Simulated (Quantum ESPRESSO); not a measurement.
# 2H-MoS2, 1 layer: a series in biaxial strain, part 5 of 6

What law, if any, do the results for 2H-MoS2, 1 layer follow against biaxial strain?

Quantum ESPRESSO 7.5; plane-wave DFT, PBE, GBRV ultrasoft pseudopotentials.

So far. Step 3 (Relaxing the ions, -4 %): The relaxation lowers the energy by 13 meV an atom. Step 6 (Bands along a path, -4 %): Along this path the valence top lies at K and the conduction bottom between K and Γ.

## Step 7: Relaxing the ions, -3 %

The input, m1.relax.in:

```
&control
  prefix = 'm1.relax'
  outdir = './out'
  pseudo_dir = './pseudo'
  nstep = 40
  forc_conv_thr = 0.0003
  calculation = 'relax'
  tstress = .true.
/
&system
  ibrav = 0
  nat = 3
  ntyp = 2
  ecutwfc = 50
  ecutrho = 250
  occupations = 'smearing'
  smearing = 'fd'
  degauss = 0.002
/
&electrons
  conv_thr = 1e-09
  mixing_beta = 0.4
  electron_maxstep = 120
  mixing_mode = 'plain'
/
&ions
/
ATOMIC_SPECIES
  S   32.0600  s_pbe_v1.4.uspp.F.UPF
  Mo  95.9500  mo_pbe_v1.uspp.F.UPF
CELL_PARAMETERS angstrom
  3.08754228936000 0.00000000000000 0.00000000000000
  -1.54377114468000 2.67389005736000 0.00000000000000
  0.00000000000000 0.00000000000000 18.26259773800000
ATOMIC_POSITIONS crystal
  S   0.333333333300 0.666666666700 0.414453300800
  Mo  0.000000000000 0.000000000000 0.500000000000
  S   0.333333333300 0.666666666700 0.585546699200
K_POINTS automatic
  12 12 1 0 0 0
```

Launch:

```sh
> OMP_NUM_THREADS=1 mpirun -n 4 pw.x -nk 4 -in m1.relax.in > m1.relax.out
```

Output:

```text
[banner, memory and clock lines left out]
Program PWSCF v.7.5 starts
[...]
Message from routine setup:
[...]
number of electrons       =        26.00
     number of Kohn-Sham states=           17
     kinetic-energy cutoff     =      50.0000  Ry
     charge density cutoff     =     250.0000  Ry
[...]
number of k points=    19  Fermi-Dirac smearing, width (Ry)=  0.0020
[...]
Dense  grid:    68015 G-vectors     FFT dimensions: (  30,  30, 180)
[...]
negative rho (up, down):  2.215E-03 0.000E+00
     Starting wfcs are   21 randomized atomic wfcs
[...]
negative rho (up, down):  2.278E-03 0.000E+00
[...]
estimated scf accuracy    <       0.14552882 Ry
[...]
negative rho (up, down):  2.253E-03 0.000E+00
[...]
estimated scf accuracy    <       0.12189932 Ry
[...]
negative rho (up, down):  2.272E-03 0.000E+00
[...]
estimated scf accuracy    <       0.01173764 Ry
[...]
negative rho (up, down):  2.276E-03 0.000E+00
[...]
estimated scf accuracy    <       0.00118588 Ry
[...]
negative rho (up, down):  2.267E-03 0.000E+00
[...]
estimated scf accuracy    <       0.00018940 Ry
[...]
negative rho (up, down):  2.263E-03 0.000E+00
[...]
estimated scf accuracy    <       0.00000444 Ry
[...]
negative rho (up, down):  2.265E-03 0.000E+00
[...]
estimated scf accuracy    <       0.00000790 Ry
[...]
negative rho (up, down):  2.265E-03 0.000E+00
[...]
estimated scf accuracy    <       0.00000008 Ry
[...]
negative rho (up, down):  2.266E-03 0.000E+00
[...]
estimated scf accuracy    <       0.00000003 Ry
[...]
negative rho (up, down):  2.266E-03 0.000E+00
[...]
estimated scf accuracy    <       0.00000006 Ry
[...]
negative rho (up, down):  2.266E-03 0.000E+00
[...]
estimated scf accuracy    <          2.5E-09 Ry
[...]
negative rho (up, down):  2.266E-03 0.000E+00
[...]
estimated scf accuracy    <          1.0E-09 Ry
[...]
negative rho (up, down):  2.266E-03 0.000E+00
[...]
the Fermi energy is     0.8518 ev
!    total energy              =    -187.72477173 Ry
     estimated scf accuracy    <          9.8E-12 Ry
     smearing contrib. (-TS)   =      -0.00000000 Ry
     internal energy E=F+TS    =    -187.72477173 Ry
[...]
one-electron contribution =   -1030.33269418 Ry
     hartree contribution      =     516.38561267 Ry
     xc contribution           =     -36.42092418 Ry
     ewald contribution        =     362.64323396 Ry
     convergence has been achieved in  13 iterations
     negative rho (up, down):  2.266E-03 0.000E+00
[...]
Total force =     0.036155     Total SCF correction =     0.000005
[...]
negative rho (up, down):  2.266E-03 0.000E+00
[...]
negative rho (up, down):  2.256E-03 0.000E+00
[...]
negative rho (up, down):  2.256E-03 0.000E+00
[...]
estimated scf accuracy    <       0.00008792 Ry
[...]
negative rho (up, down):  2.258E-03 0.000E+00
[...]
estimated scf accuracy    <       0.00016873 Ry
[...]
negative rho (up, down):  2.260E-03 0.000E+00
[...]
estimated scf accuracy    <       0.00000407 Ry
[...]
negative rho (up, down):  2.260E-03 0.000E+00
[...]
estimated scf accuracy    <       0.00000148 Ry
[...]
negative rho (up, down):  2.260E-03 0.000E+00
[...]
estimated scf accuracy    <       0.00000012 Ry
[...]
negative rho (up, down):  2.260E-03 0.000E+00
[...]
estimated scf accuracy    <       0.00000006 Ry
[...]
negative rho (up, down):  2.259E-03 0.000E+00
[...]
estimated scf accuracy    <          3.4E-09 Ry
[...]
negative rho (up, down):  2.259E-03 0.000E+00
[...]
the Fermi energy is     0.8127 ev
!    total energy              =    -187.72580364 Ry
     estimated scf accuracy    <          1.6E-10 Ry
     smearing contrib. (-TS)   =      -0.00000000 Ry
     internal energy E=F+TS    =    -187.72580364 Ry
[...]
one-electron contribution =   -1026.57986437 Ry
     hartree contribution      =     514.52056235 Ry
     xc contribution           =     -36.39863066 Ry
     ewald contribution        =     360.73212905 Ry
     convergence has been achieved in   8 iterations
     negative rho (up, down):  2.259E-03 0.000E+00
[...]
Total force =     0.021018     Total SCF correction =     0.000034
[...]
negative rho (up, down):  2.259E-03 0.000E+00
[...]
negative rho (up, down):  2.248E-03 0.000E+00
[...]
negative rho (up, down):  2.248E-03 0.000E+00
[...]
estimated scf accuracy    <       0.00010913 Ry
[...]
negative rho (up, down):  2.250E-03 0.000E+00
[...]
estimated scf accuracy    <       0.00022680 Ry
[...]
negative rho (up, down):  2.252E-03 0.000E+00
[...]
estimated scf accuracy    <       0.00000490 Ry
[...]
negative rho (up, down):  2.252E-03 0.000E+00
[...]
estimated scf accuracy    <       0.00000174 Ry
[...]
negative rho (up, down):  2.252E-03 0.000E+00
[...]
estimated scf accuracy    <       0.00000012 Ry
[...]
negative rho (up, down):  2.252E-03 0.000E+00
[...]
estimated scf accuracy    <       0.00000007 Ry
[...]
negative rho (up, down):  2.252E-03 0.000E+00
[...]
estimated scf accuracy    <          3.6E-09 Ry
[...]
negative rho (up, down):  2.252E-03 0.000E+00
[...]
estimated scf accuracy    <          2.4E-10 Ry
[...]
negative rho (up, down):  2.252E-03 0.000E+00
[...]
estimated scf accuracy    <          1.2E-10 Ry
[...]
negative rho (up, down):  2.252E-03 0.000E+00
[...]
the Fermi energy is     0.7684 ev
!    total energy              =    -187.72631838 Ry
     estimated scf accuracy    <          2.6E-12 Ry
     smearing contrib. (-TS)   =      -0.00000000 Ry
     internal energy E=F+TS    =    -187.72631838 Ry
[...]
one-electron contribution =   -1022.45293957 Ry
     hartree contribution      =     512.46926834 Ry
     xc contribution           =     -36.37448255 Ry
     ewald contribution        =     358.63183540 Ry
     convergence has been achieved in  10 iterations
     negative rho (up, down):  2.252E-03 0.000E+00
[...]
Total force =     0.004973     Total SCF correction =     0.000003
[...]
negative rho (up, down):  2.252E-03 0.000E+00
[...]
negative rho (up, down):  2.248E-03 0.000E+00
[...]
negative rho (up, down):  2.248E-03 0.000E+00
[...]
estimated scf accuracy    <       0.00001067 Ry
[...]
negative rho (up, down):  2.249E-03 0.000E+00
[...]
estimated scf accuracy    <       0.00002341 Ry
[...]
negative rho (up, down):  2.249E-03 0.000E+00
[...]
estimated scf accuracy    <       0.00000047 Ry
[...]
negative rho (up, down):  2.249E-03 0.000E+00
[...]
estimated scf accuracy    <       0.00000017 Ry
[...]
negative rho (up, down):  2.249E-03 0.000E+00
[...]
estimated scf accuracy    <       0.00000001 Ry
[...]
negative rho (up, down):  2.249E-03 0.000E+00
[...]
estimated scf accuracy    <          7.9E-09 Ry
[...]
negative rho (up, down):  2.249E-03 0.000E+00
[...]
estimated scf accuracy    <          4.4E-10 Ry
[...]
negative rho (up, down):  2.249E-03 0.000E+00
[...]
the Fermi energy is     0.7545 ev
!    total energy              =    -187.72634979 Ry
     estimated scf accuracy    <          1.9E-11 Ry
     smearing contrib. (-TS)   =      -0.00000000 Ry
     internal energy E=F+TS    =    -187.72634979 Ry
[...]
one-electron contribution =   -1021.17391772 Ry
     hartree contribution      =     511.83337541 Ry
     xc contribution           =     -36.36707442 Ry
     ewald contribution        =     357.98126694 Ry
     convergence has been achieved in   8 iterations
     negative rho (up, down):  2.249E-03 0.000E+00
[...]
Total force =     0.000129     Total SCF correction =     0.000009
[...]
negative rho (up, down):  2.249E-03 0.000E+00
[...]
```

Run time: 1.9 min. Hardware: 4 MPI ranks of Intel Xeon at 2.70GHz, shared host; peak memory 0.54 GiB; 7.7 min of CPU time.

Step by step:

```csv
step,energy less that of the first step (eV),largest force (eV/Å)
1,0.0000,0.6573
2,-0.0140,0.3821
3,-0.0210,0.0904
4,-0.0215,0.0024
```

The atoms that moved most (Å):

```csv
atom,dx,dy,dz,length
S3,0.000,0.000,0.033,0.033
S1,0.000,0.000,-0.033,0.033
```

Final coordinates:

```cif
data_structure
_symmetry_space_group_name_H-M 'P 1'
_symmetry_Int_Tables_number 1
_cell_length_a 3.0875
_cell_length_b 3.0875
_cell_length_c 18.2626
_cell_angle_alpha 90.000
_cell_angle_beta 90.000
_cell_angle_gamma 120.000
_cell_volume 150.77
loop_
_atom_site_label
_atom_site_type_symbol
_atom_site_fract_x
_atom_site_fract_y
_atom_site_fract_z
_atom_site_occupancy
S1 S 0.33333 0.66667 0.41265 1
Mo2 Mo 0.00000 0.00000 0.50000 1
S3 S 0.33333 0.66667 0.58735 1
```

The relaxation lowers the energy by 7 meV an atom.

Read from the output:

- free energy: -2554.1471 eV
- Fermi energy: 0.7545 eV

## Step 8: Ground state, -3 %

The input, m1.scf.in:

```
&control
  prefix = 'm1.scf'
  outdir = './out'
  pseudo_dir = './pseudo'
  calculation = 'scf'
  tprnfor = .true.
/
&system
  ibrav = 0
  nat = 3
  ntyp = 2
  ecutwfc = 40
  ecutrho = 200
  occupations = 'smearing'
  smearing = 'fd'
  degauss = 0.002
  nbnd = 17
/
&electrons
  conv_thr = 1e-09
  mixing_beta = 0.4
  electron_maxstep = 120
  mixing_mode = 'plain'
/
ATOMIC_SPECIES
  S   32.0600  s_pbe_v1.4.uspp.F.UPF
  Mo  95.9500  mo_pbe_v1.uspp.F.UPF
CELL_PARAMETERS angstrom
  3.08754228936000 0.00000000000000 0.00000000000000
  -1.54377114468000 2.67389005736000 0.00000000000000
  0.00000000000000 0.00000000000000 18.26259773800000
ATOMIC_POSITIONS crystal
  S   0.333333333300 0.666666666700 0.412645071400
  Mo  0.000000000000 0.000000000000 0.500000000000
  S   0.333333333300 0.666666666700 0.587354928600
K_POINTS automatic
  12 12 1 0 0 0
```

Launch:

```sh
> OMP_NUM_THREADS=1 mpirun -n 4 pw.x -nk 4 -in m1.scf.in > m1.scf.out
```

Output:

```text
[banner, memory and clock lines left out]
Program PWSCF v.7.5 starts
[...]
Message from routine setup:
[...]
number of electrons       =        26.00
     number of Kohn-Sham states=           17
     kinetic-energy cutoff     =      40.0000  Ry
     charge density cutoff     =     200.0000  Ry
[...]
number of k points=    19  Fermi-Dirac smearing, width (Ry)=  0.0020
[...]
Dense  grid:    48521 G-vectors     FFT dimensions: (  27,  27, 160)
[...]
negative rho (up, down):  2.355E-03 0.000E+00
     Starting wfcs are   21 randomized atomic wfcs
[...]
negative rho (up, down):  2.414E-03 0.000E+00
[...]
estimated scf accuracy    <       0.14596711 Ry
[...]
negative rho (up, down):  2.391E-03 0.000E+00
[...]
estimated scf accuracy    <       0.14353032 Ry
[...]
negative rho (up, down):  2.408E-03 0.000E+00
[...]
estimated scf accuracy    <       0.01255449 Ry
[...]
negative rho (up, down):  2.414E-03 0.000E+00
[...]
estimated scf accuracy    <       0.00119633 Ry
[...]
negative rho (up, down):  2.409E-03 0.000E+00
[...]
estimated scf accuracy    <       0.00018008 Ry
[...]
negative rho (up, down):  2.402E-03 0.000E+00
[...]
estimated scf accuracy    <       0.00000534 Ry
[...]
negative rho (up, down):  2.403E-03 0.000E+00
[...]
estimated scf accuracy    <       0.00001066 Ry
[...]
negative rho (up, down):  2.403E-03 0.000E+00
[...]
estimated scf accuracy    <       0.00000016 Ry
[...]
negative rho (up, down):  2.404E-03 0.000E+00
[...]
estimated scf accuracy    <       0.00000003 Ry
[...]
negative rho (up, down):  2.403E-03 0.000E+00
[...]
estimated scf accuracy    <       0.00000011 Ry
[...]
negative rho (up, down):  2.404E-03 0.000E+00
[...]
estimated scf accuracy    <          1.0E-09 Ry
[...]
negative rho (up, down):  2.404E-03 0.000E+00
[...]
the Fermi energy is     0.7552 ev
!    total energy              =    -187.72538215 Ry
     estimated scf accuracy    <          9.0E-10 Ry
     smearing contrib. (-TS)   =      -0.00000000 Ry
     internal energy E=F+TS    =    -187.72538215 Ry
[...]
one-electron contribution =   -1021.17415917 Ry
     hartree contribution      =     511.83470549 Ry
     xc contribution           =     -36.36719533 Ry
     ewald contribution        =     357.98126686 Ry
     convergence has been achieved in  12 iterations
     negative rho (up, down):  2.404E-03 0.000E+00
[...]
Total force =     0.000014     Total SCF correction =     0.000106
[...]
```

Wall time 24 s (4 MPI ranks); peak memory 0.46 GiB.

This step gave:

| Quantity | Value |
| --- | --- |
| free energy | -2554.1339 eV |
| Fermi energy | 0.7552 eV |
| valence top, on the run's zero | -0.07826 eV |
| conduction bottom, on the run's zero | 1.705 eV |
| gap by band count | 1.784 eV |

## Step 9: Relaxation with pw.x, 3 %

The input, m7.relax.in:

```
&control
  prefix = 'm7.relax'
  outdir = './out'
  pseudo_dir = './pseudo'
  nstep = 40
  forc_conv_thr = 0.0003
  calculation = 'relax'
  tstress = .true.
/
&system
  ibrav = 0
  nat = 3
  ntyp = 2
  ecutwfc = 50
  ecutrho = 250
  occupations = 'smearing'
  smearing = 'fd'
  degauss = 0.002
/
&electrons
  conv_thr = 1e-09
  mixing_beta = 0.4
  electron_maxstep = 120
  mixing_mode = 'plain'
/
&ions
/
ATOMIC_SPECIES
  S   32.0600  s_pbe_v1.4.uspp.F.UPF
  Mo  95.9500  mo_pbe_v1.uspp.F.UPF
CELL_PARAMETERS angstrom
  3.27852428664000 0.00000000000000 0.00000000000000
  -1.63926214332000 2.83928531864000 0.00000000000000
  0.00000000000000 0.00000000000000 18.26259773800000
ATOMIC_POSITIONS crystal
  S   0.333333333300 0.666666666700 0.414453300800
  Mo  0.000000000000 0.000000000000 0.500000000000
  S   0.333333333300 0.666666666700 0.585546699200
K_POINTS automatic
  12 12 1 0 0 0
```

Launch:

```sh
> OMP_NUM_THREADS=1 mpirun -n 4 pw.x -nk 4 -in m7.relax.in > m7.relax.out
```

Output:

```text
[banner, memory and clock lines left out]
Program PWSCF v.7.5 starts
[...]
Message from routine setup:
[...]
number of electrons       =        26.00
     number of Kohn-Sham states=           17
     kinetic-energy cutoff     =      50.0000  Ry
     charge density cutoff     =     250.0000  Ry
[...]
number of k points=    19  Fermi-Dirac smearing, width (Ry)=  0.0020
[...]
Dense  grid:    76613 G-vectors     FFT dimensions: (  32,  32, 180)
[...]
negative rho (up, down):  2.398E-03 0.000E+00
     Starting wfcs are   21 randomized atomic wfcs
[...]
negative rho (up, down):  2.447E-03 0.000E+00
[...]
estimated scf accuracy    <       0.08404086 Ry
[...]
negative rho (up, down):  2.462E-03 0.000E+00
[...]
estimated scf accuracy    <       0.01210810 Ry
[...]
negative rho (up, down):  2.479E-03 0.000E+00
[...]
estimated scf accuracy    <       0.01356922 Ry
[...]
negative rho (up, down):  2.462E-03 0.000E+00
[...]
estimated scf accuracy    <       0.00140236 Ry
[...]
negative rho (up, down):  2.461E-03 0.000E+00
[...]
estimated scf accuracy    <       0.00017281 Ry
[...]
negative rho (up, down):  2.457E-03 0.000E+00
[...]
estimated scf accuracy    <       0.00000369 Ry
[...]
negative rho (up, down):  2.452E-03 0.000E+00
[...]
estimated scf accuracy    <       0.00000757 Ry
[...]
negative rho (up, down):  2.451E-03 0.000E+00
[...]
estimated scf accuracy    <       0.00000199 Ry
[...]
negative rho (up, down):  2.451E-03 0.000E+00
[...]
estimated scf accuracy    <       0.00000021 Ry
[...]
negative rho (up, down):  2.451E-03 0.000E+00
[...]
estimated scf accuracy    <          1.9E-09 Ry
[...]
negative rho (up, down):  2.451E-03 0.000E+00
[...]
estimated scf accuracy    <       0.00000002 Ry
[...]
negative rho (up, down):  2.451E-03 0.000E+00
[...]
the Fermi energy is    -0.0792 ev
!    total energy              =    -187.72598025 Ry
     estimated scf accuracy    <          6.6E-10 Ry
     smearing contrib. (-TS)   =      -0.00000000 Ry
     internal energy E=F+TS    =    -187.72598025 Ry
[...]
one-electron contribution =    -924.01548157 Ry
     hartree contribution      =     462.49216243 Ry
     xc contribution           =     -36.13751555 Ry
     ewald contribution        =     309.93485444 Ry
     convergence has been achieved in  12 iterations
     negative rho (up, down):  2.451E-03 0.000E+00
[...]
Total force =     0.028682     Total SCF correction =     0.000081
[...]
negative rho (up, down):  2.451E-03 0.000E+00
[...]
negative rho (up, down):  2.461E-03 0.000E+00
[...]
negative rho (up, down):  2.460E-03 0.000E+00
[...]
estimated scf accuracy    <       0.00003928 Ry
[...]
negative rho (up, down):  2.459E-03 0.000E+00
[...]
estimated scf accuracy    <       0.00006660 Ry
[...]
negative rho (up, down):  2.457E-03 0.000E+00
[...]
estimated scf accuracy    <       0.00000252 Ry
[...]
negative rho (up, down):  2.457E-03 0.000E+00
[...]
estimated scf accuracy    <       0.00000044 Ry
[...]
negative rho (up, down):  2.457E-03 0.000E+00
[...]
estimated scf accuracy    <       0.00000003 Ry
[...]
negative rho (up, down):  2.457E-03 0.000E+00
[...]
estimated scf accuracy    <          4.0E-09 Ry
[...]
negative rho (up, down):  2.457E-03 0.000E+00
[...]
the Fermi energy is    -0.0577 ev
!    total energy              =    -187.72666029 Ry
     estimated scf accuracy    <          6.3E-10 Ry
     smearing contrib. (-TS)   =      -0.00000000 Ry
     internal energy E=F+TS    =    -187.72666029 Ry
[...]
one-electron contribution =    -926.62622078 Ry
     hartree contribution      =     463.79003855 Ry
     xc contribution           =     -36.15297640 Ry
     ewald contribution        =     311.26249833 Ry
     convergence has been achieved in   7 iterations
     negative rho (up, down):  2.457E-03 0.000E+00
[...]
Total force =     0.018664     Total SCF correction =     0.000061
[...]
negative rho (up, down):  2.457E-03 0.000E+00
[...]
negative rho (up, down):  2.468E-03 0.000E+00
[...]
negative rho (up, down):  2.467E-03 0.000E+00
[...]
estimated scf accuracy    <       0.00004470 Ry
[...]
negative rho (up, down):  2.466E-03 0.000E+00
[...]
estimated scf accuracy    <       0.00006841 Ry
[...]
negative rho (up, down):  2.464E-03 0.000E+00
[...]
estimated scf accuracy    <       0.00000310 Ry
[...]
negative rho (up, down):  2.464E-03 0.000E+00
[...]
estimated scf accuracy    <       0.00000048 Ry
[...]
negative rho (up, down):  2.464E-03 0.000E+00
[...]
estimated scf accuracy    <       0.00000004 Ry
[...]
negative rho (up, down):  2.464E-03 0.000E+00
[...]
estimated scf accuracy    <          5.6E-09 Ry
[...]
negative rho (up, down):  2.464E-03 0.000E+00
[...]
estimated scf accuracy    <          2.2E-09 Ry
[...]
negative rho (up, down):  2.464E-03 0.000E+00
[...]
estimated scf accuracy    <          2.5E-10 Ry
[...]
negative rho (up, down):  2.464E-03 0.000E+00
[...]
the Fermi energy is    -0.0826 ev
!    total energy              =    -187.72707080 Ry
     estimated scf accuracy    <          5.4E-11 Ry
     smearing contrib. (-TS)   =      -0.00000000 Ry
     internal energy E=F+TS    =    -187.72707080 Ry
[...]
one-electron contribution =    -929.49658382 Ry
     hartree contribution      =     465.21605591 Ry
     xc contribution           =     -36.17016414 Ry
     ewald contribution        =     312.72362125 Ry
     convergence has been achieved in   9 iterations
     negative rho (up, down):  2.464E-03 0.000E+00
[...]
Total force =     0.007289     Total SCF correction =     0.000018
[...]
negative rho (up, down):  2.464E-03 0.000E+00
[...]
negative rho (up, down):  2.471E-03 0.000E+00
[...]
negative rho (up, down):  2.470E-03 0.000E+00
[...]
estimated scf accuracy    <       0.00001812 Ry
[...]
negative rho (up, down):  2.470E-03 0.000E+00
[...]
estimated scf accuracy    <       0.00002640 Ry
[...]
negative rho (up, down):  2.468E-03 0.000E+00
[...]
estimated scf accuracy    <       0.00000130 Ry
[...]
negative rho (up, down):  2.468E-03 0.000E+00
[...]
estimated scf accuracy    <       0.00000017 Ry
[...]
negative rho (up, down):  2.468E-03 0.000E+00
[...]
estimated scf accuracy    <       0.00000002 Ry
[...]
negative rho (up, down):  2.468E-03 0.000E+00
[...]
estimated scf accuracy    <          1.0E-09 Ry
[...]
negative rho (up, down):  2.468E-03 0.000E+00
[...]
estimated scf accuracy    <          7.2E-10 Ry
[...]
negative rho (up, down):  2.468E-03 0.000E+00
[...]
estimated scf accuracy    <          7.2E-11 Ry
[...]
negative rho (up, down):  2.468E-03 0.000E+00
[...]
the Fermi energy is    -0.0840 ev
!    total energy              =    -187.72714270 Ry
     estimated scf accuracy    <          7.1E-12 Ry
     smearing contrib. (-TS)   =      -0.00000000 Ry
     internal energy E=F+TS    =    -187.72714270 Ry
[...]
one-electron contribution =    -931.33607480 Ry
     hartree contribution      =     466.12992466 Ry
     xc contribution           =     -36.18129241 Ry
     ewald contribution        =     313.66029985 Ry
     convergence has been achieved in   9 iterations
     negative rho (up, down):  2.468E-03 0.000E+00
[...]
Total force =     0.000201     Total SCF correction =     0.000004
[...]
negative rho (up, down):  2.468E-03 0.000E+00
[...]
```

Run time: 2 min. Hardware: 4 MPI ranks; peak memory 0.59 GiB.

Step by step:

```csv
step,energy less that of the first step (eV),largest force (eV/Å)
1,0.0000,0.5215
2,-0.0093,0.3393
3,-0.0148,0.1325
4,-0.0158,0.0037
```

The atoms that moved most (Å):

```csv
atom,dx,dy,dz,length
S1,0.000,0.000,0.030,0.030
S3,0.000,0.000,-0.030,0.030
```

Final coordinates:

```xyz
3
Lattice="3.2785 0.0000 0.0000 -1.6393 2.8393 0.0000 0.0000 0.0000 18.2626" Properties=species:S:1:pos:R:3
S     0.0000    1.8929    7.5991
Mo    0.0000    0.0000    9.1313
S     0.0000    1.8929   10.6635
```

The relaxation lowers the energy by 5 meV an atom.

Read from the output:

- free energy: -2554.1579 eV
- Fermi energy: -0.084 eV

[end of part 5 of 6]

[Logs are printed without paths, hosts, clocks, repeated set-up lines and the standing remarks that a program may print on its own settings, such as how far it seeks lower states.]

[Hosts, paths, dates, database ids (printed as entryN), source tags and the programs' standing remarks are cut or masked in the printed files.]

[Maps of the electrostatic potential energy from Ansatz leave out the sawtooth potential of an applied field or a dipole correction, so their vacuum need not be flat; planar profiles and work functions include it.]
